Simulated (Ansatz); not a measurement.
# Cs2SnI6 (Fm-3m) in Ansatz: single point with HSE06

Aim: the single point of Cs2SnI6 with HSE06.

Everything below comes from runs of Ansatz 0.2.0. Logs are shortened: lines on timing, memory, paths and dates and some standing lists are left out, and cuts for length are marked.

**What was measured.**

From “Changes in charge density vs changes in formal oxidation states: The case of Sn halide perovskites and their ordered vacancy analogues”, 2017, arxiv:1705.01565, for a powder of Cs2SnI6: band gap 1.3 eV (optical).

The results are compared with them further down.

### Step 1. The structure

It takes space group Fm-3m (No. 225, cubic). The conventional cell has a = 11.628 Å, b = 11.628 Å, c = 11.628 Å, α = 90.00°, β = 90.00°, γ = 90.00°. Cs (site symmetry -43m) is surrounded by 12 I at 4.11 Å. I (site symmetry 4mm) is surrounded by 1 Sn at 2.85 Å. Sn (site symmetry m-3m) is surrounded by 6 I at 2.85 Å.

### Step 2. Single point, HSE06

input reads:

```
crystal:
  lattice:
    - [0.0, 5.8138, 5.8138]
    - [5.8138, 0.0, 5.8138]
    - [5.8138, 5.8138, 0.0]
  atoms:
    - { symbol: Cs, position: [0.75, 0.75, 0.75] }
    - { symbol: Cs, position: [0.25, 0.25, 0.25] }
    - { symbol: I, position: [0.75464, 0.75464, 0.24536] }
    - { symbol: I, position: [0.24536, 0.24536, 0.75464] }
    - { symbol: I, position: [0.75464, 0.24536, 0.75464] }
    - { symbol: I, position: [0.24536, 0.75464, 0.75464] }
    - { symbol: I, position: [0.24536, 0.75464, 0.24536] }
    - { symbol: I, position: [0.75464, 0.24536, 0.24536] }
    - { symbol: Sn, position: [0.0, 0.0, 0.0] }
hamiltonian:
  xc: hse06
  pseudopotentials: { kind: paw }
kpoints:
  mp_grid: { grid: [4, 4, 4] }
scf:
  occupations: { method: fermi_dirac, width: 0.05 }
output:
  forces: true
  stress: true
  eigenvalues: true
  write_density: true
  write_potential: true
  elf: true
  volumetric_format: npy
```

Potentials or basis: Ansatz PAW.

Output:

```text
Warning: output.stress: scf.convergence.dr2_threshold = 1e-7 eV (the SCF's general default) is looser than the 9e-10 eV advised for a printed stress (1e-10 eV for each atom of the cell: 9). What an SCF threshold leaves in a stress goes as its square root, and in the free energy as the threshold itself, and one threshold admits the most on a small cell: of the crystals measured, under no hybrid functional and no lock of the moments, on runs that ended without the residual-converged pass, on stresses that held no estimate of that error, the worst erred by over 100 MPa in a component at 1e-7 eV an atom and by under 5 at 1e-10. Set scf.convergence.dr2_threshold to 9e-10 eV or tighter. The threshold is an SCF's pass mark: one that does not reach it within its budget of iterations ends unconverged, or closes short of it on a stop that the run arms, and scf.convergence.dr2_threshold's page says what that costs each kind of run
Warning: output.stress: scf.exx.energy_threshold = 1e-6 eV is looser than the 9e-8 eV advised for a stress under a hybrid functional (1e-8 eV for each atom of the cell: 9). Every SCF of the exchange loop can meet its threshold on dr2 while the loop round them stops early: no threshold on dr2 bounds what that leaves in the stress. Set scf.exx.energy_threshold to 9e-8 eV or tighter. The threshold is the loop's pass mark: a loop that does not reach it within its budget of cycles ends unconverged, and scf.exx.energy_threshold's page has the law
GPUs: using 1 of 1 available (devices: 1).
Engine: ansatz 0.2.0, x86_64-unknown-linux-gnu
Pseudopotentials: kind: paw
Pseudopotential: Cs, paw, valence charge 9, recommended cutoff 420 eV (normal), Cs.paw.azcp
Pseudopotential: I, paw, valence charge 17, recommended cutoff 420 eV (normal), I.paw.azcp
Pseudopotential: Sn, paw, valence charge 14, recommended cutoff 420 eV (normal), Sn.paw.azcp
Functional definition: HSE06
  parameter a = 0.25
  parameter omega = 0.11/bohr
  exchange = pbe_x - a*pbe_x_sr(omega) + a*exact_x_sr(omega)
[... 117 lines left out ...]
  atom   1  Cs    -0.00000000     0.00000000     0.00000000
  atom   2  Cs     0.00000000    -0.00000000     0.00000000
  atom   3  I      0.00000000    -0.00000000    -0.00924100
  atom   4  I      0.00000000    -0.00000000     0.00924100
  atom   5  I     -0.00000000    -0.00924100    -0.00000000
  atom   6  I     -0.00924100     0.00000000     0.00000000
  atom   7  I      0.00000000     0.00924100     0.00000000
  atom   8  I      0.00924100    -0.00000000     0.00000000
  atom   9  Sn    -0.00000000     0.00000000     0.00000000
  max |Σ_I F_I| component: 6.51e-19 eV/Å
--- Stress (GPa, compression-positive) ---
        0.849168      -0.000000      -0.000000
        0.000000       0.849168      -0.000000
        0.000000       0.000000       0.849168
  P = ⅓ Tr σ = 0.8492 GPa (8.492 kbar)
--- Band table (eV; the first three rows and the last of 8) ---
  k-point 0: bands = ["-42.2195", "-42.2192", "-42.2192", "-42.2192", "-42.2192", "-42.2192", "-42.1648", "-42.1648", "-42.1648", "-42.1642", "-42.1642", "-42.1642", "-42.1642", "-42.1642", "-42.1642", "-42.1636", "-42.1636", "-42.1636", "-42.0163", "-42.0162", "-42.0162", "-42.0162", "-42.0162", "-42.0162", "-42.0153", "-42.0153", "-42.0151", "-42.0151", "-42.0151", "-42.0148", "-19.4225", "-19.4225", "-19.3448", "-19.3448", "-19.3448", "-17.8532", "-17.8484", "-9.2793", "-8.3744", "-8.3744", "-8.3744", "-7.9693", "-7.9693", "-3.7863", "-3.7863", "-3.7863", "-3.7279", "-3.7279", "-3.7279", "-3.2215", "0.5283", "0.5283", "0.5283", "1.7736", "1.7736", "1.7736", "3.0592", "3.0592", "3.0592", "3.4865", "3.4865", "3.5158", "3.5158", "3.5158", "3.9846", "3.9846", "3.9846", "4.9003", "9.0317", "9.0317", "9.0317", "9.1314", "9.4867", "9.4867", "9.6878", "10.0501", "10.0501", "10.0501", "11.0148", "11.0148", "11.0148"]
  k-point 1: bands = ["-42.2195", "-42.2193", "-42.2193", "-42.2192", "-42.2191", "-42.2191", "-42.1647", "-42.1647", "-42.1647", "-42.1643", "-42.1643", "-42.1642", "-42.1641", "-42.1641", "-42.1641", "-42.1637", "-42.1637", "-42.1637", "-42.0163", "-42.0162", "-42.0162", "-42.0162", "-42.0162", "-42.0162", "-42.0153", "-42.0153", "-42.0151", "-42.0151", "-42.0151", "-42.0148", "-19.4225", "-19.4225", "-19.3448", "-19.3448", "-19.3448", "-17.8524", "-17.8491", "-9.2290", "-8.4704", "-8.3416", "-8.3416", "-8.0143", "-8.0143", "-3.7642", "-3.7642", "-3.7329", "-3.7209", "-3.7209", "-3.7019", "-3.0745", "0.3536", "0.7300", "0.7300", "1.7418", "1.8768", "1.8768", "2.8266", "2.8266", "2.8943", "3.0921", "3.0921", "3.1701", "3.5520", "3.5520", "3.8092", "3.8092", "3.8338", "5.4606", "8.7820", "9.6237", "9.6237", "9.6871", "9.8444", "9.8444", "10.0416", "10.4761", "10.5848", "10.5848", "10.9963", "11.1136", "11.1136"]
  k-point 2: bands = ["-42.2194", "-42.2193", "-42.2193", "-42.2193", "-42.2191", "-42.2191", "-42.1646", "-42.1645", "-42.1645", "-42.1645", "-42.1645", "-42.1644", "-42.1639", "-42.1639", "-42.1639", "-42.1638", "-42.1638", "-42.1638", "-42.0163", "-42.0162", "-42.0162", "-42.0162", "-42.0162", "-42.0162", "-42.0152", "-42.0152", "-42.0152", "-42.0152", "-42.0150", "-42.0149", "-19.4225", "-19.4225", "-19.3448", "-19.3448", "-19.3448", "-17.8507", "-17.8507", "-9.1644", "-8.5791", "-8.2967", "-8.2967", "-8.0711", "-8.0711", "-3.7299", "-3.7299", "-3.7264", "-3.7264", "-3.6884", "-3.6676", "-2.9165", "0.1839", "1.0127", "1.0127", "1.7943", "2.0533", "2.0533", "2.3273", "2.4707", "2.4707", "2.6931", "2.6931", "3.3894", "3.5143", "3.5143", "3.5757", "3.7329", "3.7329", "5.9499", "8.4357", "10.2488", "10.2531", "10.2531", "10.2643", "10.3782", "10.3782", "10.6326", "10.6326", "11.2601", "11.6284", "11.9483", "11.9483"]
  k-point 7: bands = ["-42.2194", "-42.2194", "-42.2193", "-42.2192", "-42.2192", "-42.2191", "-42.1646", "-42.1646", "-42.1643", "-42.1642", "-42.1642", "-42.1642", "-42.1641", "-42.1641", "-42.1641", "-42.1641", "-42.1637", "-42.1637", "-42.0163", "-42.0162", "-42.0162", "-42.0162", "-42.0162", "-42.0162", "-42.0153", "-42.0152", "-42.0151", "-42.0151", "-42.0150", "-42.0149", "-19.4225", "-19.4225", "-19.3448", "-19.3448", "-19.3448", "-17.8506", "-17.8506", "-9.1289", "-8.4718", "-8.3954", "-8.3954", "-8.1015", "-8.0314", "-3.7087", "-3.7048", "-3.7048", "-3.6932", "-3.6914", "-3.6779", "-2.8055", "0.6294", "0.7896", "0.7896", "1.7399", "1.7399", "2.4271", "2.4756", "2.4933", "2.6702", "2.6702", "2.9093", "2.9591", "2.9591", "3.2335", "3.4319", "3.5742", "3.5742", "6.3267", "9.5411", "9.7709", "9.7709", "11.0540", "11.0540", "11.1595", "11.1890", "11.1903", "11.3878", "11.3878", "11.5376", "11.9790", "11.9790"]
```

rho_z.tsv:

```text
# z_ang	rho[e/angstrom^3]
# format = ansatz-planar-average/11
# lattice	0.000000000	5.813800000	5.813800000
# lattice	5.813800000	0.000000000	5.813800000
# lattice	5.813800000	5.813800000	0.000000000
# sites	9
# site	55	8.720700000	8.720700000	8.720700000
# site	55	2.906900000	2.906900000	2.906900000
# site	53	5.813800000	5.813800000	8.774652064
# site	53	5.813800000	5.813800000	2.852947936
# site	53	5.813800000	8.774652064	5.813800000
# site	53	8.774652064	5.813800000	5.813800000
# site	53	5.813800000	2.852947936	5.813800000
# site	53	2.852947936	5.813800000	5.813800000
# site	50	0.000000000	0.000000000	0.000000000
0.000000	2.608483e-1
0.137033	2.521978e-1
0.274065	2.300046e-1
0.411098	2.036928e-1
0.548130	1.834867e-1
0.685163	1.760950e-1
[... 52 lines left out ...]
7.947890	2.300046e-1
8.084922	2.521978e-1
```

Wall time 1.7 min (1 × NVIDIA H100 80GB HBM3 with 2 threads of AMD EPYC 7R13 (Zen 3), shared host); peak memory 6.8 GiB.

What came out:

| Property | Result |
| --- | --- |
| Free energy | -62493.9690 eV |
| Pressure | 0.8 GPa |
| Largest force | 0.009 eV/Å |
| Band gap on the k mesh | 0.92 eV, direct |

Forces in eV/Å, atoms in the order of the input:
```
Cs   0.000  0.000  0.000
Cs   0.000  0.000  0.000
I    0.000  0.000 -0.009
I    0.000  0.000  0.009
I    0.000 -0.009  0.000
I   -0.009  0.000  0.000
I    0.000  0.009  0.000
I    0.009  0.000  0.000
Sn   0.000  0.000  0.000
```

Levels at points of the mesh, in eV from the valence-band top:
```tsv
k point	band 65	band 66	band 67	band 68	band 69	band 70
(0.00, 0.00, 0.00)	0.00	0.00	0.00	0.92	5.05	5.05
(0.00, 0.00, -0.50)	-0.41	-0.25	-0.25	1.97	4.45	6.26
(0.00, -0.50, -0.50)	-0.73	-0.51	-0.03	2.34	5.61	5.61
```

Caveat: spin-orbit coupling is left out, which moves the levels of the heavy elements; the PAW data sets come from PBE, with cores solved anew for the run's functional, which leaves a small shift of forces and pressure; the thresholds are loose for stress.

### Step 3. How close it comes

Step 2. A measured gap of Cs2SnI6 is 1.3 eV (optical; powder; “Changes in charge density vs changes in formal oxidation states: The case of Sn halide perovskites and their ordered vacancy analogues”, 2017, arxiv:1705.01565); the calculated 0.92 eV misses it by -0.38 eV. Spin-orbit coupling on Cs, I, Sn is left out. The value is that of HSE06, without temperature or zero-point motion.
